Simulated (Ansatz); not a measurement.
Crystal: ZnO (zincite).

```
Zn O
1.0
     3.24931    0.00000    0.00000
    -1.62465    2.81398    0.00000
     0.00000    0.00000    5.20571
Zn O
2 2
Direct
  0.66667 0.33333 0.00000
  0.33333 0.66667 0.50000
  0.33333 0.66667 0.87901
  0.66667 0.33333 0.37901
```

Base run:

* Program: Ansatz 0.2.0
* Functional: PBEsol
* Potentials or basis: Ansatz PAW
* Cutoff: 420 eV (not typed: the program's choice for these potentials)
* k mesh: 9 × 9 × 5
* Occupations: gaussian, width 0.1 eV
* Spin: no spin polarisation

Its results: band gap on the k mesh 0.70 eV, direct; pressure -1.4 GPa; largest force 0.062 eV/Å.

After a change of settings the same cell gave: band gap on the k mesh 1.18 eV, direct; pressure -2.5 GPa; largest force 0.070 eV/Å. Which change was it?
A. occupations from gaussian, width 0.1 eV to fermi-dirac, width 0.05 eV
B. functional from PBEsol to BLYP; occupations from gaussian, width 0.1 eV to fermi-dirac, width 0.05 eV
C. functional from PBEsol to r2SCAN; cutoff from 420 eV (not typed: the program's choice for these potentials) to 500 eV (not typed: the program's choice for these potentials); occupations from gaussian, width 0.1 eV to fermi-dirac, width 0.05 eV
D. functional from PBEsol to r2SCAN; cutoff from 420 eV (not typed: the program's choice for these potentials) to 500 eV (not typed: the program's choice for these potentials); dispersion from none to rVV10

D.

Caveats: odd divisions of the mesh miss points on the zone boundary, where band edges often lie, so the gap on the mesh can be too wide; the PAW data sets come from PBE, with cores solved anew for the run's functional, which leaves a small shift of forces and pressure.

Runs at the PBE level aren't shown here.
